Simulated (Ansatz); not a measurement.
The system is Te.

```
Te
1.0
     4.45400    0.00000    0.00000
    -2.22700    3.85728    0.00000
     0.00000    0.00000    5.92400
Te
3
Cartesian
  1.6279 2.8197 0.0000
  -0.5991 1.0376 3.9493
  1.1981 0.0000 1.9747
```

| Item | Value |
| --- | --- |
| Program | Ansatz 0.2.0 |
| Task | relaxation of cell and atoms |
| Functional | PBEsol |
| Potentials or basis | all-electron LAPW, scalar-relativistic |
| Basis error allowed | 0.002 eV/atom |
| k mesh | 7 × 7 × 5 |
| Occupations | fermi-dirac, width 0.05 eV |
| Spin | no spin polarisation |

At the start: volume 33.93 Å³/atom.

Where does the relaxation end?

Over 6 steps the energy falls by 9.6 meV/atom and the volume is 32.12 Å³/atom (-5.3 %); space group P3_121 (No. 152, to 0.05 Å).

Step by step:
```
step  energy change (eV)  largest force (eV/Å)  volume (Å³)
   1              0.0000                0.0995       101.78
   2             -0.0201                0.1271        97.42
   3             -0.0276                0.0066        96.49
   4             -0.0286                0.0042        96.41
   5             -0.0286                0.0011        96.37
   6             -0.0287                0.0011        96.37
```

Final structure:
```cif
data_structure
_symmetry_space_group_name_H-M 'P 1'
_symmetry_Int_Tables_number 1
_cell_length_a 4.3253
_cell_length_b 4.3253
_cell_length_c 5.9479
_cell_angle_alpha 90.000
_cell_angle_beta 90.000
_cell_angle_gamma 120.000
_cell_volume 96.37
loop_
_atom_site_label
_atom_site_type_symbol
_atom_site_fract_x
_atom_site_fract_y
_atom_site_fract_z
_atom_site_occupancy
Te1 Te 0.71677 0.71677 0.00000 1
Te2 Te 0.00000 0.28323 0.66667 1
Te3 Te 0.28323 0.00000 0.33333 1
```
